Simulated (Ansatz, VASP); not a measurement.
# Cl in VASP and in Ansatz

```
CELL_PARAMETERS angstrom
0.00000 3.26259 3.26259
3.26259 0.00000 3.26259
3.26259 3.26259 0.00000
ATOMIC_POSITIONS crystal
Cl 0.00000 0.00000 0.00000
Cl 0.25000 0.25000 0.25000
```

Change from the starting cell: volume scaled by 1.025.

Alike in both runs: task single point; functional PBE; k mesh 14 × 14 × 14; occupations fermi-dirac, width 0.08 eV; no spin polarisation.

|  | VASP | Ansatz |
| --- | --- | --- |
| version | VASP 6.6.1 | Ansatz 0.2.0 |
| potentials or method | VASP PAW PBE potentials, release 64 (Cl), cutoff 520 eV | all-electron LAPW, scalar-relativistic |

|  | VASP | Ansatz | Ansatz less VASP |
| --- | --- | --- | --- |
| pressure (GPa) | -0.4 | -0.4 | +0.06 |

Ansatz ran all-electron here, so the differences hold the error of VASP's frozen core and of both bases.
